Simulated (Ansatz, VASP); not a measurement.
# Na: VASP beside Ansatz

```xyz
1
Lattice="-2.0283 2.0283 2.0283 2.0283 -2.0283 2.0283 2.0283 2.0283 -2.0283" Properties=species:S:1:pos:R:3 pbc="T T T"
Na    0.0000    0.0000    0.0000
```

Alike in both runs: functional LDA; k mesh 11 × 11 × 11; occupations fermi-dirac, width 0.05 eV; no spin polarisation.

Ansatz relaxed the structure, and its values are those at the end. VASP's run is a single point on that final structure, the one shown.

```csv
,VASP,Ansatz
version,VASP 6.6.1,Ansatz 0.2.0
potentials or method,"VASP PAW LDA potentials, release 64 (Na_pv)","PAW with Ansatz's default frozen-core files, scalar-relativistic"
plane-wave cutoff (eV),520,420
valence electrons in the cell,7,9
```

VASP gave:

| Quantity | Value |
| --- | --- |
| pressure (GPa) | -0.1 |

Task: Which values does Ansatz return?

Result: Pressure (GPa): 0.0.

The two sets of potentials don't hold the same shells in valence.
